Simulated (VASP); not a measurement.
# PbSe (Fm-3m) in VASP: further runs

One crystal, PbSe, is run at these levels: r2SCAN, PBE; tasks: relaxation of cell and atoms.

Program: VASP 6.6.1. These are calculated values, not measurements. Logs are shortened: lines on timing, memory, paths and dates and some standing lists are left out, and cuts for length are marked.

**1. The structure**

The structure is cubic, space group Fm-3m (No. 225). Conventional cell: a = 6.121 Å, b = 6.121 Å, c = 6.121 Å, α = 90.00°, β = 90.00°, γ = 90.00°. Pb (site symmetry m-3m) has 6 Se at 3.06 Å as nearest neighbours. Around Se (site symmetry m-3m) lie 6 Pb at 3.06 Å.

**2. Relaxation of cell and atoms, r2SCAN**

The input, INCAR:

```
SYSTEM = PbSe
PREC = Accurate
ENCUT = 600
EDIFF = 1E-6
ISMEAR = 0
SIGMA = 0.03
LREAL = .False.
LASPH = .True.
NELM = 80
ALGO = Normal
ISIF = 3
LWAVE = .False.
LCHARG = .False.
METAGGA = R2SCAN
LMIXTAU = .True.
IBRION = 2
NSW = 90
EDIFFG = -0.01
```

The input, KPOINTS:

```
regular mesh
0
Gamma
  10 10 10
  0 0 0
```

The input, POSCAR:

```
PbSe
1.0
    0.0000000000      3.0606500000      3.0606500000
    3.0606500000      0.0000000000      3.0606500000
    3.0606500000      3.0606500000      0.0000000000
Pb Se
1 1
Direct
    0.0000000000      0.0000000000      0.0000000000
    0.5000000000      0.5000000000      0.5000000000
```

Potentials or basis: VASP PAW PBE potentials, release 64 (Pb_d, Se).

The run is started by

```console
cat potpaw_PBE.64/Pb_d/POTCAR potpaw_PBE.64/Se/POTCAR > POTCAR
mpirun -np 1 vasp_std > vasp.out
```

OUTCAR:

```text
SYSTEM = PbSe
   PREC = Accurate
   ENCUT = 600
   EDIFF = 1E-6
   ISMEAR = 0
   LREAL = .False.
   LASPH = .True.
   NELM = 80
   ISIF = 3
   METAGGA = R2SCAN
   IBRION = 2
   NSW = 90
   EDIFFG = -0.01

 ion  position               nearest neighbor table
   1  0.000  0.000  0.000-   2 3.06   2 3.06   2 3.06   2 3.06   2 3.06   2 3.06
   2  0.500  0.500  0.500-   1 3.06   1 3.06   1 3.06   1 3.06   1 3.06   1 3.06

  LATTYP: Found a face centered cubic cell.
 ALAT       =     6.1213000000

  Lattice vectors:

 A1 = (   0.0000000000,   3.0606500000,   3.0606500000)
 A2 = (   3.0606500000,   0.0000000000,   3.0606500000)
 A3 = (   3.0606500000,   3.0606500000,   0.0000000000)

Analysis of symmetry for initial positions (statically):
=====================================================================
 Subroutine PRICEL returns:
 Original cell was already a primitive cell.

 Routine SETGRP: Setting up the symmetry group for a
 face centered cubic supercell.

 Subroutine GETGRP returns: Found 48 space group operations
 (whereof 48 operations were pure point group operations)
 out of a pool of 48 trial point group operations.

The static configuration has the point symmetry O_h .

Analysis of symmetry for dynamics (positions and initial velocities):
=====================================================================
 Subroutine PRICEL returns:
 Original cell was already a primitive cell.

 Routine SETGRP: Setting up the symmetry group for a
 face centered cubic supercell.

 Subroutine GETGRP returns: Found 48 space group operations
 (whereof 48 operations were pure point group operations)
 out of a pool of 48 trial point group operations.

The dynamic configuration has the point symmetry O_h .

 Subroutine INISYM returns: Found 48 space group operations
 (whereof 48 operations are pure point group operations),
 and found     1 'primitive' translations

----------------------------------------------------------------------------------------

                                     Primitive cell

  volume of cell :      57.3418

  direct lattice vectors                    reciprocal lattice vectors
     0.000000000  3.060650000  3.060650000    -0.163363991  0.163363991  0.163363991
     3.060650000  0.000000000  3.060650000     0.163363991 -0.163363991  0.163363991
     3.060650000  3.060650000  0.000000000     0.163363991  0.163363991 -0.163363991

  length of vectors
     4.328412740  4.328412740  4.328412740     0.282954733  0.282954733  0.282954733

  position of ions in fractional coordinates (direct lattice)
     0.000000000  0.000000000  0.000000000
     0.500000000  0.500000000  0.500000000

  ion indices of the primitive-cell ions
   primitive index   ion index
                 1           1
                 2           2

----------------------------------------------------------------------------------------

 KPOINTS: regular mesh

Automatic generation of k-mesh.
 Grid dimensions read from file:
 generate k-points for:   10   10   10

 Generating k-lattice:

  Cartesian coordinates                     Fractional coordinates (reciprocal lattice)
    -0.016336399  0.016336399  0.016336399     0.100000000  0.000000000  0.000000000
     0.016336399 -0.016336399  0.016336399     0.000000000  0.100000000  0.000000000
     0.016336399  0.016336399 -0.016336399     0.000000000  0.000000000  0.100000000

  Length of vectors
     0.028295473  0.028295473  0.028295473

  Shift w.r.t. Gamma in fractional coordinates (k-lattice)
     0.000000000  0.000000000  0.000000000

 Subroutine IBZKPT returns following result:
 ===========================================

 Found     47 irreducible k-points:

 Following reciprocal coordinates:
            Coordinates               Weight
  0.000000  0.000000  0.000000      1.000000
  0.100000  0.000000  0.000000      8.000000
  0.200000  0.000000  0.000000      8.000000
  0.300000  0.000000  0.000000      8.000000
  0.400000  0.000000  0.000000      8.000000
  0.500000  0.000000  0.000000      4.000000
[... 16 lines left out ...]
  0.300000  0.300000  0.000000      6.000000
  0.400000  0.300000  0.000000     24.000000
 [... further k-points ...]
   k-points           NKPTS =     47   k-points in BZ     NKDIM =     47   number of bands    NBANDS=     14
   number of dos      NEDOS =    301   number of ions     NIONS =      2
   total plane-waves  NPLWV =  46656
   dimension x,y,z NGX =    36 NGY =   36 NGZ =   36
   dimension x,y,z NGXF=    72 NGYF=   72 NGZF=   72
   ions per type =               1   1
   NGX,Y,Z   is equivalent  to a cutoff of  13.83, 13.83, 13.83 a.u.
   NGXF,Y,Z  is equivalent  to a cutoff of  27.65, 27.65, 27.65 a.u.
 SYSTEM =  PbSe
   PREC   = accura    normal or accurate (medium, high low for compatibility)
   ISTART =      0    job   : 0-new  1-cont  2-samecut
   ICHARG =      2    charge: 1-file 2-atom 10-const
   ISPIN  =      1    spin polarized calculation?
   LNONCOLLINEAR =      F non collinear calculations
   LSORBIT =      F    spin-orbit coupling
   LASPH  =      T    aspherical Exc in radial PAW
   ENCUT  =  600.0 eV  44.10 Ry    6.64 a.u.   8.64  8.64  8.64*2*pi/ulx,y,z
   NELM   =     80;   NELMIN=  2; NELMDL= -5     # of ELM steps
   EDIFF  = 0.1E-05   stopping-criterion for ELM
   LREAL  =      F    real-space projection
   EDIFFG = -.1E-01   stopping-criterion for IOM
   NSW    =     90    number of steps for IOM
   IBRION =      2    ionic relax: 0-MD 1-quasi-New 2-CG
   NFREE  =      1    steps in history (QN), initial steepest desc. (CG)
   ISIF   =      3    stress and relaxation
   ISYM   =      2    0-nonsym 1-usesym 2-fastsym
   POTIM  = 0.5000    time-step for ionic-motion
   TEBEG  =    0.0;   TEEND  =   0.0 temperature during run
   PSTRESS=    0.0 pullay stress
   NELECT =      20.0000    total number of electrons
   NUPDOWN=      -1.0000    fix difference up-down
   EMIN   =  10.00;   EMAX   =-10.00  energy-range for DOS
   EFERMI =   0.00;   METHOD = LEGACY
   ISMEAR =     0;   SIGMA  =   0.03  broadening in eV -4-tet -1-fermi 0-gaus
   EFERMI_NEDOS =   21; number of points for ismear=-14 and -15
   IALGO  =     38    algorithm
   IMIX   =      4    mixing-type and parameters
     AMIX     =   0.40;   BMIX     =  1.00
     AMIX_MAG =   1.60;   BMIX_MAG =  1.00
  volume/ion in A,a.u.               =      28.67       193.48
  Fermi-wavevector in a.u.,A,eV,Ry     =   1.152377  2.177676 18.068159  1.327972
  Thomas-Fermi vector in A             =   2.289028
   LORBIT       =      0    0 simple, 1 ext, 2 COOP (PROOUT), +10 PAW based schemes
   METAGGA = R2SCAN    functional components
   LHFCALC =     F    Hartree Fock is set to
   AEXX    =    0.0000 exact exchange contribution
   IVDW    =     0    specifies the selected vdW correction
   LEPSILON=     F    determine dielectric tensor
   LRPA    =     F    only Hartree local field effects (RPA)
 conjugate gradient relaxation of ions
 non-spin polarized calculation
 Gauss-broadening in eV      SIGMA  =   0.03
  energy-cutoff  :      600.00
  volume of cell :       57.34
 maximum number of plane-waves:      1936
   NGX = 17   NGY = 17   NGZ = 17

--------------------------------------- Ionic step        1  -------------------------------------------

 number of electron      20.0000001 magnetization

 Free energy of the ion-electron system (eV)
  ---------------------------------------------------
  ext. energy  EPLUGINS =         0.00000000
  ---------------------------------------------------
  free energy    TOTEN  =       -71.93176953 eV

  energy without entropy =      -71.93176953  energy(sigma->0) =      -71.93176953

 E-fermi :   5.0659     XC(G=0): -10.0679

 val. band max:        4.9226880118   @ k =   0.5000   0.0000   0.0000
 cond. band min:       5.5015463737   @ k =   0.5000   0.0000   0.0000
 fundamental gap:      0.5788583619
 Fermi energy:         5.0659309180

 k-point     1 :       0.0000    0.0000    0.0000
  band No.  band energies     occupation
      1     -12.5488      2.00000
      2     -12.5488      2.00000
      3     -12.5488      2.00000
      4     -12.5457      2.00000
      5     -12.5457      2.00000
      6      -9.2324      2.00000
      7      -1.4342      2.00000
      8       2.8885      2.00000
      9       2.8885      2.00000
     10       2.8885      2.00000
     11       9.9574      0.00000
     12       9.9574      0.00000
     13       9.9574      0.00000
     14      11.8752      0.00000

 k-point     2 :       0.1000    0.0000    0.0000
  band No.  band energies     occupation
      1     -12.5491      2.00000
      2     -12.5491      2.00000
      3     -12.5485      2.00000
      4     -12.5448      2.00000
      5     -12.5448      2.00000
      6      -9.1533      2.00000
      7      -1.7288      2.00000
      8       2.9165      2.00000
      9       2.9165      2.00000
     10       3.1071      2.00000
     11       9.1925      0.00000
     12       9.4718      0.00000
     13       9.4718      0.00000
     14      11.7182      0.00000
[... 423 lines left out ...]
 VOLUME and BASIS-vectors are now :
 -----------------------------------------------------------------------------
  energy-cutoff  :      600.00
  volume of cell :       59.68
      direct lattice vectors                 reciprocal lattice vectors
     0.000000000  3.101742680  3.101742680    -0.161199703  0.161199703  0.161199703
     3.101742680  0.000000000  3.101742680     0.161199703 -0.161199703  0.161199703
     3.101742680  3.101742680  0.000000000     0.161199703  0.161199703 -0.161199703

 POSITION                                       TOTAL-FORCE (eV/Angst)
 -----------------------------------------------------------------------------------
      3.10174      0.00000      3.10174         0.000000     -0.000000     -0.000000
      3.10174      3.10174      3.10174        -0.000000      0.000000      0.000000
 -----------------------------------------------------------------------------------
    total drift:                                0.000000      0.000000      0.000000

  FREE ENERGIE OF THE ION-ELECTRON SYSTEM (eV)
  ---------------------------------------------------
  free  energy   TOTEN  =       -71.9381372273 eV

  energy  without entropy=      -71.9381372273  energy(sigma->0) =      -71.93813723

--------------------------------------- Ionic step        3  -------------------------------------------

 number of electron      20.0000003 magnetization

 Free energy of the ion-electron system (eV)
  ---------------------------------------------------
  ext. energy  EPLUGINS =         0.00000000
  ---------------------------------------------------
  free energy    TOTEN  =       -71.93947008 eV

  energy without entropy =      -71.93947008  energy(sigma->0) =      -71.93947008

 E-fermi :   4.7113     XC(G=0):  -9.9292

 val. band max:        4.5472992245   @ k =   0.5000   0.0000   0.0000
 cond. band min:       5.2199612249   @ k =   0.5000   0.0000   0.0000
 fundamental gap:      0.6726620004
 Fermi energy:         4.7112679177

 k-point     1 :       0.0000    0.0000    0.0000
  band No.  band energies     occupation
      1     -12.8533      2.00000
      2     -12.8532      2.00000
      3     -12.8532      2.00000
      4     -12.8484      2.00000
      5     -12.8484      2.00000
      6      -9.3352      2.00000
      7      -1.8324      2.00000
      8       2.6755      2.00000
      9       2.6755      2.00000
     10       2.6755      2.00000
     11       9.5447      0.00000
     12       9.5447      0.00000
     13       9.5447      0.00000
     14      11.5889      0.00000

 k-point     2 :       0.1000    0.0000    0.0000
  band No.  band energies     occupation
      1     -12.8529      2.00000
      2     -12.8526      2.00000
      3     -12.8526      2.00000
      4     -12.8485      2.00000
      5     -12.8485      2.00000
      6      -9.2601      2.00000
      7      -2.0969      2.00000
      8       2.7021      2.00000
      9       2.7021      2.00000
     10       2.8684      2.00000
     11       8.8095      0.00000
     12       9.0870      0.00000
     13       9.0870      0.00000
     14      11.4251      0.00000
[... 387 lines left out ...]
 VOLUME and BASIS-vectors are now :
 -----------------------------------------------------------------------------
  energy-cutoff  :      600.00
  volume of cell :       58.97
      direct lattice vectors                 reciprocal lattice vectors
     0.000000000  3.089414265  3.089414265    -0.161842976  0.161842976  0.161842976
     3.089414265  0.000000000  3.089414265     0.161842976 -0.161842976  0.161842976
     3.089414265  3.089414265  0.000000000     0.161842976  0.161842976 -0.161842976

 POSITION                                       TOTAL-FORCE (eV/Angst)
 -----------------------------------------------------------------------------------
      0.00000      0.00000      0.00000         0.000000     -0.000000      0.000000
      3.08941      3.08941      3.08941        -0.000000      0.000000     -0.000000
 -----------------------------------------------------------------------------------
    total drift:                               -0.000000      0.000000      0.000000

  FREE ENERGIE OF THE ION-ELECTRON SYSTEM (eV)
  ---------------------------------------------------
  free  energy   TOTEN  =       -71.9394700802 eV

  energy  without entropy=      -71.9394700802  energy(sigma->0) =      -71.93947008

 reached required accuracy - stopping structural energy minimisation
```

Run time: 3.3 min. Hardware: 1 thread of Intel Xeon 6975P-C (Granite Rapids), shared host; peak memory 0.26 GiB.

Results:

```
Free energy                            : -71.9395 eV
Relaxed volume                         : 29.49 Å³/atom
Relaxed cell                           : a = 4.369 Å, b = 4.369 Å, c = 4.369 Å, α = 60.00°, β = 60.00°, γ = 60.00°
Space group after relaxing (to 0.05 Å) : Fm-3m (No. 225)
Energy gained by relaxing              : 3.9 meV/atom
Ionic steps                            : 3
Pressure after relaxing                : 0.0 GPa
Band gap on the k mesh                 : 0.67 eV, direct
```

The path:
```csv
step,energy change (eV),largest force (eV/Å),pressure (GPa),volume (Å³)
1,0.0000,0.0000,1.56,57.34
2,-0.0064,0.0000,-0.60,59.68
3,-0.0077,0.0000,0.01,58.97
```

Final structure:
```
Pb Se
1.0
     0.00000    3.08941    3.08941
     3.08941    0.00000    3.08941
     3.08941    3.08941    0.00000
Pb Se
1 1
Direct
  0.00000 0.00000 0.00000
  0.50000 0.50000 0.50000
```

Caveat: the PAW data sets were made with another functional, which shifts forces and pressure a little; spin-orbit coupling is left out, which as a rule narrows the gap of such compounds by several tenths of an eV.

[end of part 1 of 2]
